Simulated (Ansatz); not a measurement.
# BN: the cost of one run

Program: Ansatz 0.2.0. Level of theory: DFT PBE, scalar-relativistic, plane waves, PAW. These are calculated values, not measurements.

## 1. The system as given

The structure is hexagonal, space group P6_3mc (No. 186). The conventional cell has a = 2.555 Å, b = 2.555 Å, c = 4.225 Å, α = 90.00°, β = 90.00°, γ = 120.00°. B (site symmetry 3m) has 4 N at 1.57 to 1.58 Å as nearest neighbours. N (site symmetry 3m) is surrounded by 4 B at 1.57 to 1.58 Å.

Structure file:

```
CELL_PARAMETERS angstrom
2.55458 0.00000 0.00000
-1.27729 2.21233 0.00000
0.00000 0.00000 4.22451
ATOMIC_POSITIONS crystal
B 0.66667 0.33333 0.99981
B 0.33333 0.66667 0.49981
N 0.66667 0.33333 0.62519
N 0.33333 0.66667 0.12519
```

It goes back to an entry of the Materials Project, which need not be the stable form.

It is the result of an earlier relaxation at this level (volume 5.97 Å³/atom; gap on the mesh: 5.23 eV).

## 2. The reference cell

The reference gives a free energy of -1084.4829 eV, pressure -0.01 GPa, largest force 0.001 eV/Å and gap on the mesh 5.23 eV. It was computed beforehand with the settings of the runs below.

## 3. The scan: random displacements

All atoms are moved at random with no net shift, in some cells together with a random strain.

## 4. rms move = 0.047 Å

input.yaml

```yaml
crystal:
  lattice:
    - [2.5432813621, -0.0336948896, 0.0339514087]
    - [-1.3008213115, 2.1984190814, -0.0164551122]
    - [0.0561455168, 0.0009940868, 4.1815843578]
  atoms:
    - { symbol: B, position: [0.6628057238, 0.3167491867, 0.9985535799] }
    - { symbol: B, position: [0.330047953, 0.6797266179, 0.4974542378] }
    - { symbol: "N", position: [0.6757282289, 0.3435164139, 0.6151915215] }
    - { symbol: "N", position: [0.3314180943, 0.6600077816, 0.1388006609] }
basis:
  ecutwfc: 420
kpoints:
  mp_grid: { grid: [12, 12, 6] }
hamiltonian:
  xc: pbe
scf:
  occupations: { method: gaussian, width: 0.05 }
output:
  forces: true
  stress: true
  eigenvalues: true
```

Started as:

```bash
ansatz run input.yaml --threads 2 --pin off --max-ram 5120MiB --backend cpu --events-out ev --progress --plain --runs-dir out
```

Q: Estimate wall time and peak memory on 2 threads of Intel Xeon Platinum 8259CL at 2.50GHz (Skylake/Cascade Lake), shared host.

About 9 s, with a peak of 0.48 GiB.
